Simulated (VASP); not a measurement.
# BN (F-43m) in VASP: notebook

The runs below take BN through single point, with HSE06.

All numbers are computed with VASP 6.6.1; they aren't measurements. Logs are shortened: lines on timing, memory, paths and dates and some standing lists are left out, and cuts for length are marked.

**Measured values to compare with.**

From a printed reference work, monograph, for a bulk crystal of BN at 300 K: band gap 6.4 eV (indirect).

The results are compared with them further down.

**1. The crystal as given**

The structure is cubic, space group F-43m (No. 216). Conventional cell: a = 3.626 Å, b = 3.626 Å, c = 3.626 Å, α = 90.00°, β = 90.00°, γ = 90.00°. N (site symmetry -43m) has 4 B at 1.57 Å as nearest neighbours. B (site symmetry -43m) is surrounded by 4 N at 1.57 Å.

The cell is a database's computed one.

**2. Single point, HSE06**

File POSCAR:

```
BN
1.0
    0.0000000000      1.8130010000      1.8130010000
    1.8130010000      0.0000000000      1.8130010000
    1.8130010000      1.8130010000      0.0000000000
N B
1 1
Direct
    0.2500000000      0.2500000000      0.2500000000
    0.0000000000      0.0000000000      0.0000000000
```

File INCAR.step1:

```
SYSTEM = BN
ALGO = Normal ; EDIFF = 1E-5
ENCUT = 500 ; GGA = PE
ISIF = 2 ; ISMEAR = 0
LASPH = .True. ; LREAL = .False.
LWAVE = .True. ; NBANDS = 12
NELM = 100 ; NKRED = 1
PREC = Accurate ; SIGMA = 0.01
```

File INCAR.step2:

```
SYSTEM = BN
ALGO = Normal ; EDIFF = 1E-6
ENCUT = 500 ; GGA = PE
HFSCREEN = 0.2 ; ISIF = 2
ISMEAR = 0 ; ISTART = 1
LASPH = .True. ; LCHARG = .False.
LHFCALC = .True. ; LREAL = .False.
LWAVE = .False. ; NBANDS = 12
NELM = 100 ; NKRED = 1
PREC = Accurate ; PRECFOCK = Fast
SIGMA = 0.01
```

File KPOINTS:

```
k-points
0
Gamma
  7 7 7
  0 0 0
```

Potentials or basis: VASP PAW PBE potentials, release 64 (N, B).

On the command line:

```
$ cat potpaw_PBE.64/N/POTCAR potpaw_PBE.64/B/POTCAR > POTCAR
$ cp INCAR.step1 INCAR
$ mpirun -np 1 vasp_std > vasp.out
$ cp INCAR.step2 INCAR
$ mpirun -np 1 vasp_std > vasp.out
```

OUTCAR:

```text
SYSTEM = BN
   EDIFF = 1E-6
   ENCUT = 500
   GGA = PE
   HFSCREEN = 0.2
   ISIF = 2
   ISMEAR = 0
   ISTART = 1
   LASPH = .True.
   LHFCALC = .True.
   LREAL = .False.
   NELM = 100
   NKRED = 1
   PREC = Accurate
   PRECFOCK = Fast

 Found     20 irreducible k-points:

 Following reciprocal coordinates:
            Coordinates               Weight
  0.000000  0.000000  0.000000      1.000000
  0.142857  0.000000  0.000000      8.000000
  0.285714  0.000000  0.000000      8.000000
  0.428571  0.000000  0.000000      8.000000
  0.142857  0.142857  0.000000      6.000000
  0.285714  0.142857  0.000000     24.000000
   k-points           NKPTS =     20   k-points in BZ     NKDIM =    343   number of bands    NBANDS=     12
   number of dos      NEDOS =    301   number of ions     NIONS =      2
   total plane-waves  NPLWV =   8000
   dimension x,y,z NGX =    20 NGY =   20 NGZ =   20
   dimension x,y,z NGXF=    40 NGYF=   40 NGZF=   40
   ions per type =               1   1
   NGX,Y,Z   is equivalent  to a cutoff of  12.97, 12.97, 12.97 a.u.
   NGXF,Y,Z  is equivalent  to a cutoff of  25.94, 25.94, 25.94 a.u.
 SYSTEM =  BN
   PREC   = accura    normal or accurate (medium, high low for compatibility)
   ISTART =      1    job   : 0-new  1-cont  2-samecut
   ICHARG =      0    charge: 1-file 2-atom 10-const
   ISPIN  =      1    spin polarized calculation?
   LNONCOLLINEAR =      F non collinear calculations
   LSORBIT =      F    spin-orbit coupling
   LASPH  =      T    aspherical Exc in radial PAW
   ENCUT  =  500.0 eV  36.75 Ry    6.06 a.u.   4.67  4.67  4.67*2*pi/ulx,y,z
   NELM   =    100;   NELMIN=  2; NELMDL=  0     # of ELM steps
   EDIFF  = 0.1E-05   stopping-criterion for ELM
   LREAL  =      F    real-space projection
   EDIFFG = 0.1E-04   stopping-criterion for IOM
   NSW    =      0    number of steps for IOM
   IBRION =     -1    ionic relax: 0-MD 1-quasi-New 2-CG
   NFREE  =      0    steps in history (QN), initial steepest desc. (CG)
   ISIF   =      2    stress and relaxation
   ISYM   =      3    0-nonsym 1-usesym 2-fastsym
   POTIM  = 0.5000    time-step for ionic-motion
   TEBEG  =    0.0;   TEEND  =   0.0 temperature during run
   PSTRESS=    0.0 pullay stress
   NELECT =       8.0000    total number of electrons
   NUPDOWN=      -1.0000    fix difference up-down
   EMIN   =  10.00;   EMAX   =-10.00  energy-range for DOS
   EFERMI =   0.00;   METHOD = LEGACY
   ISMEAR =     0;   SIGMA  =   0.01  broadening in eV -4-tet -1-fermi 0-gaus
   EFERMI_NEDOS =   21; number of points for ismear=-14 and -15
   IALGO  =     38    algorithm
   IMIX   =      1    mixing-type and parameters
     AMIX     =   0.40;   BMIX     =  1.00
     AMIX_MAG =   1.60;   BMIX_MAG =  1.00
  volume/ion in A,a.u.               =       5.96        40.22
  Fermi-wavevector in a.u.,A,eV,Ry     =   1.433387  2.708709 27.954506  2.054598
  Thomas-Fermi vector in A             =   2.552911
   LORBIT       =      0    0 simple, 1 ext, 2 COOP (PROOUT), +10 PAW based schemes
   GGA     = PE    functional components
   LHFCALC =     T    Hartree Fock is set to
   PRECFOCK=fast      Normal, Fast or Accurate (Low or Medium for compatibility)
   ENCUT4O =  -1.0   cutoff for four orbital integrals eV
   NKREDX  =     1    reduce k-point grid by
   NKREDY  =     1    reduce k-point grid by
   NKREDZ  =     1    reduce k-point grid by
   AEXX    =    0.2500 exact exchange contribution
   HFSCREEN=    0.2000 screening length (either q_TF or 0.3 A-1)
   HFSCREENC=   0.2000 screening length for correlation (either q_TF or 0.3 A-1)
   ENCUTFOCK=  -1.0 apply spherical cutoff to Coloumb kernel
   IVDW    =     0    specifies the selected vdW correction
   LEPSILON=     F    determine dielectric tensor
   LRPA    =     F    only Hartree local field effects (RPA)
 non-spin polarized calculation
 Gauss-broadening in eV      SIGMA  =   0.01
  energy-cutoff  :      500.00
  volume of cell :       11.92
 maximum number of plane-waves:       310
  NGX = 12; NGY = 12; NGZ = 12

 number of electron       7.9999999 magnetization

 Free energy of the ion-electron system (eV)
  ---------------------------------------------------
  ext. energy  EPLUGINS =         0.00000000
  ---------------------------------------------------
  free energy    TOTEN  =       -20.35556247 eV

  energy without entropy =      -20.35556247  energy(sigma->0) =      -20.35556247

 E-fermi :   6.5899     XC(G=0): -10.4405

 val. band max:        6.4232280975   @ k =   0.0000   0.0000   0.0000
 cond. band min:      12.4778457088   @ k =   0.4286   0.4286   0.0000
 fundamental gap:      6.0546176113
 Fermi energy:         6.5899031653

 k-point     1 :       0.0000    0.0000    0.0000
  band No.  band energies     occupation
      1     -15.5787      2.00000
      2       6.4232      2.00000
      3       6.4232      2.00000
      4       6.4232      2.00000
      5      16.9526      0.00000
      6      16.9526      0.00000
      7      16.9526      0.00000
      8      18.4196      0.00000
      9      32.9992      0.00000
     10      36.0867      0.00000
     11      36.0867      0.00000
     12      36.6596      0.00000

 k-point     2 :       0.1429    0.0000    0.0000
  band No.  band energies     occupation
      1     -15.0505      2.00000
      2       3.8999      2.00000
      3       5.9155      2.00000
      4       5.9155      2.00000
      5      17.3298      0.00000
      6      17.7134      0.00000
      7      17.7134      0.00000
      8      20.0714      0.00000
      9      32.4062      0.00000
     10      32.5444      0.00000
     11      32.5444      0.00000
     12      36.2466      0.00000
[... 46 lines left out ...]
 k-point     6 :       0.2857    0.1429    0.0000
  band No.  band energies     occupation
      1     -13.6913      2.00000
      2       0.9680      2.00000
      3       3.9210      2.00000
      4       4.4215      2.00000
      5      16.2636      0.00000
      6      19.9297      0.00000
      7      20.4974      0.00000
      8      21.0881      0.00000
      9      27.6024      0.00000
     10      34.7150      0.00000
     11      35.7363      0.00000
     12      37.7734      0.00000

 [... further k-points ...]

------------------------ aborting loop because EDIFF is reached ----------------------------------------

  FORCE on cell =-STRESS in cart. coord.  units (eV):
  Direction    XX          YY          ZZ          XY          YZ          ZX
  --------------------------------------------------------------------------------------
  -------------------------------------------------------------------------------------
  Total       -0.6865125     -0.6865125     -0.6865125     -0.0000000      0.0000000      0.0000000
  in kB      -92.2858024    -92.2858024    -92.2858024     -0.0000000      0.0000000      0.0000000
  external PRESSURE =     -92.2858024 kB  Pullay stress =       0.0000000 kB

 VOLUME and BASIS-vectors are now :
 -----------------------------------------------------------------------------
  energy-cutoff  :      500.00
  volume of cell :       11.92
      direct lattice vectors                 reciprocal lattice vectors
     0.000000000  1.813001000  1.813001000    -0.275785838  0.275785838  0.275785838
     1.813001000  0.000000000  1.813001000     0.275785838 -0.275785838  0.275785838
     1.813001000  1.813001000  0.000000000     0.275785838  0.275785838 -0.275785838

 POSITION                                       TOTAL-FORCE (eV/Angst)
 -----------------------------------------------------------------------------------
      0.90650      0.90650      0.90650        -0.000000     -0.000000     -0.000000
      0.00000      0.00000      0.00000         0.000000      0.000000      0.000000
 -----------------------------------------------------------------------------------
    total drift:                                0.000001     -0.000001     -0.000000

  FREE ENERGIE OF THE ION-ELECTRON SYSTEM (eV)
  ---------------------------------------------------
  free  energy   TOTEN  =       -20.3555624671 eV

  energy  without entropy=      -20.3555624671  energy(sigma->0) =      -20.35556247
```

OUTCAR.step1:

```text
SYSTEM = BN
   EDIFF = 1E-5
   ENCUT = 500
   GGA = PE
   ISIF = 2
   ISMEAR = 0
[... 203 lines left out ...]
      0.90650      0.90650      0.90650         0.000000      0.000000      0.000000
      0.00000      0.00000      0.00000        -0.000000     -0.000000     -0.000000
 -----------------------------------------------------------------------------------
    total drift:                                0.000000      0.000000      0.000000

  FREE ENERGIE OF THE ION-ELECTRON SYSTEM (eV)
  ---------------------------------------------------
  free  energy   TOTEN  =       -17.4501249764 eV

  energy  without entropy=      -17.4501249764  energy(sigma->0) =      -17.45012498
```

OSZICAR.step1:

```text
N       E                     dE             d eps       ncg     rms          rms(c)
DAV:   1     0.115933309480E+02    0.11593E+02   -0.51967E+03   484   0.662E+02
DAV:   2    -0.178457527873E+02   -0.29439E+02   -0.28632E+02   608   0.155E+02
DAV:   3    -0.184012335672E+02   -0.55548E+00   -0.55466E+00   560   0.181E+01
DAV:   4    -0.184018483077E+02   -0.61474E-03   -0.61473E-03   520   0.700E-01
DAV:   5    -0.184018488324E+02   -0.52465E-06   -0.52466E-06   556   0.192E-02    0.666E+00
DAV:   6    -0.175330747735E+02    0.86877E+00   -0.28853E+00   500   0.895E+00    0.325E+00
DAV:   7    -0.174638956635E+02    0.69179E-01   -0.96296E-02   540   0.241E+00    0.191E+00
DAV:   8    -0.174498634426E+02    0.14032E-01   -0.33304E-02   500   0.125E+00    0.187E-01
DAV:   9    -0.174500308855E+02   -0.16744E-03   -0.10331E-03   516   0.245E-01    0.830E-02
DAV:  10    -0.174501196606E+02   -0.88775E-04   -0.11978E-04   488   0.852E-02    0.146E-02
DAV:  11    -0.174501249764E+02   -0.53158E-05   -0.89801E-06   520   0.230E-02
   1 F= -.17450125E+02 E0= -.17450125E+02  d E =-.139223E-36
```

It took 82 s on 1 thread of Intel Xeon Platinum 8559C (Emerald Rapids), shared host; peak memory 0.22 GiB.

These settings aren't checked as converged: the numbers below hold their error.

What came out:

```yaml
Free_energy: -20.3556 eV
Pressure: -9.2 GPa
Band_gap_on_the_k_mesh: 6.05 eV, indirect (least direct gap 10.53 eV)
```

Caveat: the k mesh is coarse (spacing up to 0.43 Å⁻¹), so the values aren't converged, least of all with exact exchange; the PAW data sets were made with another functional, which shifts forces and pressure a little; an odd mesh through Γ misses points on the zone boundary, where band edges often lie.

**3. Single point, HSE06**

POSCAR is that of step 2.

File INCAR.step1:

```
PREC = Accurate ; ENCUT = 600
EDIFF = 1E-5 ; ISMEAR = 0
SIGMA = 0.01 ; LREAL = F
LASPH = T ; NELM = 100
ALGO = Normal ; ISIF = 2
LWAVE = T ; LCHARG = F
NBANDS = 12 ; NKRED = 1
GGA = PE
```

File INCAR.step2:

```
PREC = Accurate ; ENCUT = 600
EDIFF = 1E-7 ; ISMEAR = 0
SIGMA = 0.01 ; LREAL = F
LASPH = T ; NELM = 100
ALGO = Normal ; ISIF = 2
LWAVE = F ; LCHARG = F
GGA = PE ; LHFCALC = T
HFSCREEN = 0.2 ; PRECFOCK = Normal
NBANDS = 12 ; NKRED = 1
ISTART = 1
```

File KPOINTS:

```
Automatic mesh
0
Gamma
  8 8 8
```

Potentials or basis: VASP PAW PBE potentials, release 64 (N, B).

On the command line:

```
$ cat potpaw_PBE.64/N/POTCAR potpaw_PBE.64/B/POTCAR > POTCAR
$ cp INCAR.step1 INCAR
$ mpirun -np 1 vasp_std > vasp.out
$ cp INCAR.step2 INCAR
$ mpirun -np 1 vasp_std > vasp.out
```

Run time: 12 min. Hardware: 1 thread of Intel Xeon Platinum 8259CL at 2.50GHz (Skylake/Cascade Lake), shared host; peak memory 0.23 GiB.

It converged, with:

```
Free energy            : -20.3585 eV
Pressure               : -9.2 GPa
Band gap on the k mesh : 5.78 eV, indirect (least direct gap 10.53 eV)
```

Levels at points of the mesh, in eV from the valence-band top:
```csv
k point,band 2,band 3,band 4,band 5,band 6,band 7
"(0.00, 0.00, 0.00)",0.00,0.00,0.00,10.53,10.53,10.53
"(0.50, 0.00, 0.00)",-11.55,-2.09,-2.09,11.74,12.48,12.48
"(0.50, 0.50, 0.00)",-9.71,-5.27,-5.27,5.78,10.70,20.33
```

Caveat: the PAW data sets were made with another functional, which shifts forces and pressure a little.

**4. For comparison**

An earlier run on the cell as given: functional PBEsol; potentials or basis VASP PAW PBE potentials, release 64 (N, B); cutoff 520 eV; k mesh 13 × 13 × 13; occupations fermi-dirac, width 0.05 eV; no spin polarisation.

* Pressure: -5.7 GPa
* Band gap on the k mesh: 4.34 eV, indirect (least direct gap 8.72 eV)

**5. How close it comes**

Step 3. A measured gap of BN is 6.4 eV (indirect; 300 K; a printed reference work, monograph); the calculated 5.78 eV misses it by -0.62 eV. The value is that of HSE06 on a finite k mesh, which can miss the band edges, without temperature or zero-point motion. The cell is a database's relaxed one, not the measured one, which moves gaps too.
